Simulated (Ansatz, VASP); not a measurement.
# Ca: VASP beside Ansatz

```xyz
1
Lattice="0.0000 2.7895 2.7895 2.7895 0.0000 2.7895 2.7895 2.7895 0.0000" Properties=species:S:1:pos:R:3 pbc="T T T"
Ca    0.0000    0.0000    0.0000
```

Alike in both runs: task single point; functional PBE; k mesh 11 × 11 × 11; occupations fermi-dirac, width 0.03 eV; no spin polarisation.

```csv
,VASP,Ansatz
version,VASP 6.6.1,Ansatz 0.2.0
potentials or method,"VASP PAW PBE potentials, release 64 (Ca_sv), cutoff 520 eV","all-electron LAPW, scalar-relativistic"
```

```csv
,VASP,Ansatz,Ansatz less VASP
gap on the k mesh at the Fermi level (eV),none,none,-
pressure (GPa),-0.5,-0.5,-0.01
```

A gap of «none» marks a metal or a gap that the smearing closes. Ansatz ran all-electron here, so the differences hold the error of VASP's frozen core and of both bases.
